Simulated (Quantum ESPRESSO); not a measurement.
**HgTe (Coloradoite): equation of state with Q2D**

**What was measured.**

From a printed reference work, monograph, for a bulk crystal of HgTe: bulk modulus 43 GPa.

HgTe (Coloradoite):

```
CELL_PARAMETERS angstrom
0.00000 3.21450 3.21450
3.21450 0.00000 3.21450
3.21450 3.21450 0.00000
ATOMIC_POSITIONS crystal
Hg 0.00000 0.00000 0.00000
Te 0.75000 0.75000 0.75000
```

```
Program             : Quantum ESPRESSO 7.5
Task                : equation of state
Functional          : Q2D
Potentials or basis : PseudoDojo 0.4.1 SR PBE standard
Cutoff              : 1088 eV
Density cutoff      : 4354 eV
k mesh              : 7 × 7 × 7
Occupations         : fermi-dirac, width 0.05 eV
Spin                : no spin polarisation
Mixing beta         : 0.5
Most SCF iterations : 120
SCF threshold       : 4e-10 Ry
```

```json
{
  "Equilibrium volume": "33.24 Å³/atom",
  "Bulk modulus": "50 GPa",
  "Pressure derivative of the bulk modulus": "5.0"
}
```

Energy against volume, from the lowest point:
```
volume (Å³/atom)  energy (meV/atom)
          31.223              21.63
          31.887               9.32
          32.551               2.31
          33.215               0.00
          33.880               1.86
          34.544               7.41
          35.208              16.24
```

All runs of the series together: 6.2 min on 1 thread of Arm Neoverse V1 (shared host).

Against the measured bulk modulus of HgTe, 43 GPa (a printed reference work, monograph), the calculated 50 GPa is off by +16.3 %. The fit is for a static lattice scaled at fixed shape and fixed fractional positions.

Caveat: the potentials were made for another functional, which shifts forces and pressure. Spin-orbit coupling is left out, which matters for the levels of Hg, Te.
